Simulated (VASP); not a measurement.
VASP 6.6.1 run: SrO

INCAR

```
LASPH = .TRUE.
IBRION = -1
NSW = 0
LREAL = .FALSE.
PREC = Accurate
NBANDS = 24
ENCUT = 300
NELM = 120
ISIF = 2
GGA = PE
EDIFF = 1E-7
ISMEAR = -1
LWAVE = .FALSE.
SIGMA = 0.02
LCHARG = .FALSE.
```

KPOINTS

```
KPOINTS created by Atomic Simulation Environment
0
Gamma
12 12 4
0 0 0
```

POSCAR

```
Sr O
 1.0000000000000000
     3.4595136926894274    0.0000000000288675    0.0000000000000000
    -1.7297568463697137    2.9960267425947222    0.0000000000000000
     0.0000000000000000    0.0000000000000000    6.2544300234000003
 Sr  O
   2   2
Cartesian
 -0.0000000000166668  1.9973511617394373  1.5636075058499996
  1.7297568463363808  0.9986755808841520  4.6908225175499991
  0.0000000000000000  0.0000000000000000  0.0000000000000000
  0.0000000000000000  0.0000000000000000  3.1272150116999993
```

The recommended PBE PAW datasets give the neutral cell 32 valence electrons.

Command

```
mpirun -np 1 vasp_std
```

OSZICAR

```
N       E                     dE             d eps       ncg     rms          rms(c)
DAV:   1     0.123734073840E+03    0.12373E+03   -0.11872E+04  2760   0.839E+02
DAV:   2    -0.198065912727E+02   -0.14354E+03   -0.13504E+03  3896   0.224E+02
DAV:   3    -0.276764945178E+02   -0.78699E+01   -0.78312E+01  4336   0.454E+01
DAV:   4    -0.278332417146E+02   -0.15675E+00   -0.15672E+00  3552   0.519E+00
DAV:   5    -0.278342689683E+02   -0.10273E-02   -0.10272E-02  3720   0.481E-01    0.254E+01
DAV:   6    -0.240905123373E+02    0.37438E+01   -0.12958E+01  3016   0.201E+01    0.278E+01
DAV:   7    -0.240169083851E+02    0.73604E-01   -0.11083E+00  3928   0.528E+00    0.185E+01
DAV:   8    -0.239398935284E+02    0.77015E-01   -0.42148E-01  2936   0.424E+00    0.196E+00
DAV:   9    -0.239277557920E+02    0.12138E-01   -0.62071E-02  4240   0.164E+00    0.338E-01
DAV:  10    -0.239296509546E+02   -0.18952E-02   -0.72762E-03  3512   0.452E-01    0.166E-01
DAV:  11    -0.239303070766E+02   -0.65612E-03   -0.85436E-04  3080   0.163E-01    0.444E-02
DAV:  12    -0.239303960999E+02   -0.89023E-04   -0.94443E-05  3120   0.655E-02    0.248E-02
DAV:  13    -0.239303969802E+02   -0.88030E-06   -0.47839E-06  3520   0.141E-02    0.837E-03
DAV:  14    -0.239303974275E+02   -0.44733E-06   -0.71211E-07  3144   0.524E-03    0.240E-03
DAV:  15    -0.239303974275E+02   -0.18190E-11   -0.27049E-08  2424   0.101E-03
   1 F= -.23930397E+02 E0= -.23930397E+02  d E =-.366671E-12
```

From OUTCAR

```
k-points           NKPTS =     57   k-points in BZ     NKDIM =     57   number of bands    NBANDS=     24

   NELECT =      32.0000    total number of electrons

   dimension x,y,z NGX =    20 NGY =   20 NGZ =   36
   dimension x,y,z NGXF=    40 NGYF=   40 NGZF=   72

  energy-cutoff  :      300.00
  volume of cell :       64.83
      direct lattice vectors                 reciprocal lattice vectors
     3.459513693  0.000000000  0.000000000     0.289057968  0.166887696  0.000000000
    -1.729756846  2.996026743  0.000000000    -0.000000000  0.333775392  0.000000000
     0.000000000  0.000000000  6.254430023     0.000000000  0.000000000  0.159886672

 k-points in reciprocal lattice and weights: KPOINTS created by Atomic Simulation Env
   0.00000000  0.00000000  0.00000000       0.002
   0.08333333 -0.00000000  0.00000000       0.010
   0.16666667 -0.00000000  0.00000000       0.010
   0.25000000  0.00000000  0.00000000       0.010
   0.33333333 -0.00000000  0.00000000       0.010
   0.41666667 -0.00000000  0.00000000       0.010
   0.50000000  0.00000000  0.00000000       0.005
   0.08333333  0.08333333  0.00000000       0.010
   ...

 E-fermi :   2.7181

 k-point     1 :       0.0000    0.0000    0.0000
  band No.  band energies     occupation
      1     -30.4357      2.00000
      2     -30.3175      2.00000
      3     -14.9105      2.00000
      4     -13.3468      2.00000
      5     -12.0418      2.00000
      6     -12.0148      2.00000
      7     -12.0148      2.00000
      8     -11.9700      2.00000
      9     -11.9700      2.00000
     10     -10.4991      2.00000
     11      -0.3642      2.00000
     12       1.3919      2.00000
     13       1.3919      2.00000
     14       1.6777      2.00000
     15       1.6777      2.00000
     16       2.2532      2.00000
     17       5.7891      0.00000
     18       7.4822      0.00000
     19       7.6329      0.00000
     20       8.7218      0.00000
     21       8.7218      0.00000
     22      10.1946      0.00000
     23      10.1946      0.00000
     24      10.7856      0.00000

 k-point     2 :       0.0833   -0.0000    0.0000
  band No.  band energies     occupation
      1     -30.4237      2.00000
      2     -30.3094      2.00000
      3     -14.8537      2.00000
      4     -13.4937      2.00000
      5     -12.1007      2.00000
      6     -12.0469      2.00000
      7     -12.0389      2.00000
      8     -11.9748      2.00000
      9     -11.8605      2.00000
     10     -10.5759      2.00000
     11      -0.2611      2.00000
     12       1.2332      2.00000
     13       1.4331      2.00000
     14       1.6089      2.00000
     15       1.6295      2.00000
     16       2.2250      2.00000
     17       6.1081      0.00000
     18       7.1436      0.00000
     19       7.6579      0.00000
     20       8.9114      0.00000
     21       9.3154      0.00000
     22      10.2614      0.00000
     23      10.3191      0.00000
     24      10.5905      0.00000

 ...

  Total       -5.9168818     -5.9168818     -8.2529029      0.0000000      0.0000000      0.0000000
  in kB     -146.2362364   -146.2362364   -203.9711951      0.0000000      0.0000000      0.0000000
  external PRESSURE =    -165.4812227 kB  Pullay stress =       0.0000000 kB

 POSITION                                       TOTAL-FORCE (eV/Angst)
 -----------------------------------------------------------------------------------
     -0.00000      1.99735      1.56361         0.000000     -0.000000     -0.000000
      1.72976      0.99868      4.69082        -0.000000     -0.000000      0.000000
      0.00000      0.00000      0.00000        -0.000000      0.000000     -0.000000
      0.00000      0.00000      3.12722        -0.000000      0.000000     -0.000000
 -----------------------------------------------------------------------------------
    total drift:                               -0.000000      0.000000     -0.000000

  FREE ENERGIE OF THE ION-ELECTRON SYSTEM (eV)
  ---------------------------------------------------
  free  energy   TOTEN  =       -23.9303974275 eV

  energy  without entropy=      -23.9303974275  energy(sigma->0) =      -23.93039743
```

It converged. Results: gap between bands v and c on the k mesh 3.27 eV; least direct gap on the k mesh 3.47 eV; pressure -16.5 GPa. Band v is the last that the valence electrons fill when counted band by band, and c is the next.

These settings aren't sound, so the numbers aren't properties of the crystal.

On sound settings PBE gives a gap of 3.16 eV on its mesh and a pressure of 6.4 GPa for the intended cell.

The run took about 40 s on one core of a shared host (Intel Xeon Platinum 8488C) and held 0.16 GiB at most.
